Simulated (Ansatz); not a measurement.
**How the functional moves the response of TaC (Fm-3m) (r²SCAN, PBEsol)**

```
Ta C
1.0
     0.00000    2.23124    2.23124
     2.23124    0.00000    2.23124
     2.23124    2.23124    0.00000
Ta C
1 1
Direct
  0.00000 0.00000 0.00000
  0.50000 0.50000 0.50000
```

This cell (11.11 Å³ an atom) was relaxed by PAW under r²SCAN, and each functional gets its own cell relaxed so. Quantity: elastic moduli (Hill averages, relaxed ions; θ_D from sound speeds over directions).

Runs: (1) r²SCAN, PAW on Ansatz 0.2.0's default frozen-core files (fitted under PBE), scalar-relativistic; k mesh 18×18×18, strains of ±0.005, Fermi-Dirac smearing of 0.050 eV, cutoff 500 eV. (2) PBEsol, PAW on Ansatz 0.2.0's default frozen-core files (fitted under PBE), scalar-relativistic; k mesh 16×16×16, strains of ±0.008, Fermi-Dirac smearing of 0.100 eV, cutoff 420 eV.

Under r²SCAN: B = 339 GPa, G = 213 GPa, C11 = 716 GPa, C44 = 175 GPa, ν = 0.241, θ_D = 565 K.

Problem. Which way does PBEsol move the volume, and by how much?

Solution. a = 4.440 Å, 10.94 Å³ an atom: 1.5 % smaller.

Problem. What does PBEsol give for these quantities?

Solution. 

| quantity | r²SCAN | PBEsol | change |
| --- | --- | --- | --- |
| B | 339 GPa | 344 GPa | +1 % |
| G | 213 GPa | 241 GPa | +14 % |
| C11 | 716 GPa | 798 GPa | +11 % |
| C44 | 175 GPa | 191 GPa | +9 % |
| ν | 0.241 | 0.216 | -10 % |
| θ_D | 565 K | 597 K | +6 % |

Caveats: frozen-core PAW files fitted under PBE, their cores solved anew for the functional of the run; responses of metals move with mesh and smearing; no spin-orbit coupling on heavy atoms.
